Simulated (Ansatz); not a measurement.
The calculation used DFT PBE, scalar-relativistic, plane waves, PAW in Ansatz. Settings: cutoff 420 eV, Γ-centred meshes spaced at most about 0.3 Å⁻¹, and about 0.25 Å⁻¹ or finer for metals (2π included), Gaussian smearing. No spin polarisation.

Temperature and zero-point effects are left out.

Compare these two cells of Mg5Se2, each relaxed at this level.

A.

```
CELL_PARAMETERS angstrom
1.86746 1.07818 13.89123
-1.86746 1.07818 13.89123
0.00000 -2.15636 13.89123
ATOMIC_POSITIONS crystal
Mg 0.58832 0.58832 0.58832
Mg 0.00000 0.00000 0.00000
Mg 0.41168 0.41168 0.41168
Mg 0.13727 0.13727 0.13727
Mg 0.86273 0.86273 0.86273
Se 0.29408 0.29408 0.29408
Se 0.70592 0.70592 0.70592
```

B.

```
CELL_PARAMETERS angstrom
-1.81264 1.81264 11.70731
1.81264 -1.81264 11.70731
1.81264 1.81264 -11.70731
ATOMIC_POSITIONS crystal
Mg 0.42591 0.42591 0.00000
Mg 0.71054 0.71054 0.00000
Mg 0.28946 0.28946 0.00000
Mg 0.57409 0.57409 0.00000
Mg 0.00000 0.00000 0.00000
Se 0.87736 0.87736 0.00000
Se 0.12264 0.12264 0.00000
```

**Question.** Which is lower in energy, and by how much?

**Answer.** A is lower, by 141 meV/atom. A has space group R-3m (No. 166), 24.0 Å³/atom and no gap on its mesh; B has space group I4/mmm (No. 139), 22.0 Å³/atom and no gap. Counting Mg atoms around Se (those within 1.25 times the shortest such distance or 1.15 times the sum of covalent radii; a plus sign parts nearer from farther groups), A has Se 6 and B has Se 5+4. The lower one is the more open, so pressure narrows the difference. Both come from invented guesses.

Cells relaxed within their symmetry can be saddle points.
